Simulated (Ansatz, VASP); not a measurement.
## Ca2Te2H5 in VASP and in Ansatz

```
Ca Te H
1.0
     4.02330    0.00000    0.00000
     0.00000    4.02330    0.00000
     0.00000    0.00000   10.62643
Ca Te H
2 2 5
Cartesian
  0.0000 0.0000 0.0000
  0.0000 0.0000 5.3132
  2.0116 2.0116 1.9439
  2.0116 2.0116 8.6825
  2.0116 0.0000 1.5399
  2.0116 0.0000 9.0865
  2.0116 2.0116 5.3132
  0.0000 2.0116 1.5399
  0.0000 2.0116 9.0865
```

Change from the starting cell: species swapped into the K2Bi2O5 type (P4/mmm, No. 123).

Alike in both runs: functional PBE; k mesh 4 × 4 × 2; occupations gaussian, width 0.1 eV; no spin polarisation.

Ansatz relaxed the structure, and its values are those at the end. VASP's run is a single point on that final structure, the one shown.

```csv
,VASP,Ansatz
version,VASP 6.6.1,Ansatz 0.2.0
potentials or method,"VASP PAW PBE potentials, release 64 (Ca_sv, Te, H)","scalar-relativistic, plane waves, PAW"
plane-wave cutoff (eV),520,420
valence electrons in the cell,37,57
```

```tsv
	VASP	Ansatz	Ansatz less VASP
gap on the k mesh at the Fermi level (eV)	none	none	-
pressure (GPa)	0.0	0.0	-0.02
rms of the force components (eV/Å)	0.005	0.002	-0.0029
```

A gap of «none» marks a metal or a gap that the smearing closes. The functional is the same, so the differences come from potentials, cutoffs and numerics. The two sets of potentials don't hold the same shells in valence.

Caveats: the k mesh is coarse (spacing up to 0.39 Å⁻¹), so the values aren't converged. Spin-orbit coupling is left out, which matters for the levels of Te.
